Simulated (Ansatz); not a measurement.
Tl, DFT, PBE, all-electron LAPW, scalar-relativistic (Ansatz 0.2.0), run on 1 thread of Arm Neoverse N1 on a shared host.

The structure comes from a relaxation in the same program, started in the fcc type. Whether it is a known phase or the ground state wasn't checked. The listed cell was then made from it by scaling, straining or moving an atom.

Command: `ansatz run input.yaml --threads 1 --pin off --max-ram 2048MiB --backend cpu --events-out ev --progress --plain --runs-dir out`

```yaml
crystal:
  lattice:
    - [0.0, 2.4470200483, 2.4470200483]
    - [2.4470200483, 0.0, 2.4470200483]
    - [2.4470200483, 2.4470200483, 0.0]
  atoms:
    - { symbol: Tl, position: [0.0, 0.0, 0.0] }
kpoints:
  mp_grid: { grid: [14, 14, 14] }
scf:
  occupations: { method: fermi_dirac, width: 0.08 }
hamiltonian:
  xc: pbe
  pseudopotentials: { kind: all_electron, lapw: { basis_error: 0.00025 } }
output:
  forces: true
  stress: true
  eigenvalues: true
```

Problem. How large is the problem that the program sets up?

Solution. 104 irreducible k-points, 169 plane waves at Γ, 22 bands.

Problem. About how long does it take?

Solution. 22 s of wall time for 7 SCF iterations. Times on shared machines scatter by tens of per cent.

Problem. And the same cell and mesh by PAW (frozen-core files), asked for forces, stress, eigenvalues, efg, on the same hardware?

Solution. 4.4 s.

Problem. And the same cell and mesh by all-electron PAW (datasets made for this crystal), asked for forces, stress, eigenvalues, efg, on the same hardware?

Solution. 7.6 s.
